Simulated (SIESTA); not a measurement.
The system is Sb.

```xyz
1
Lattice="-1.8713 1.8713 1.8713 1.8713 -1.8713 1.8713 1.8713 1.8713 -1.8713" Properties=species:S:1:pos:R:3 pbc="T T T"
Sb    0.0000    0.0000    0.0000
```

This isn't the form of Sb at room conditions, which is rhombohedral.

- Program: SIESTA 5.4.2
- Task: single point
- Functional: PBE
- Potentials or basis: PseudoDojo 0.4 standard (PBE files)
- Basis: DZP (energy shift 0.003 Ry; two zetas on semicore shells)
- Grid cutoff: 500 Ry
- Energy shift: 0.003 Ry
- k mesh: 10 × 10 × 10
- Occupations: fermi-dirac, width 0.05 eV
- Spin: no spin polarisation

On this cell: pressure 5.1 GPa; band gap on the k mesh none (metal or under the smearing width).

The same run follows on a disturbed copy (cell strained at random at fixed volume):

```
CELL_PARAMETERS angstrom
-1.91168 1.89860 1.91097
1.86645 -1.92422 1.89137
1.82583 1.83838 -1.93660
ATOMIC_POSITIONS crystal
Sb 0.00668 0.00212 0.01774
```

**Question.** What does the disturbed cell give?

**Answer.** The energy (extrapolated to zero smearing) moves by +5.6 meV/atom; pressure 4.9 GPa; band gap on the k mesh none (metal or under the smearing width).

Stress tensor (GPa, compression positive):
```
4.65 1.29 0.83
1.29 4.87 0.99
0.83 0.99 5.07
```

Caveats: the basis of atomic orbitals isn't converged, which shifts pressures, moduli and gaps.
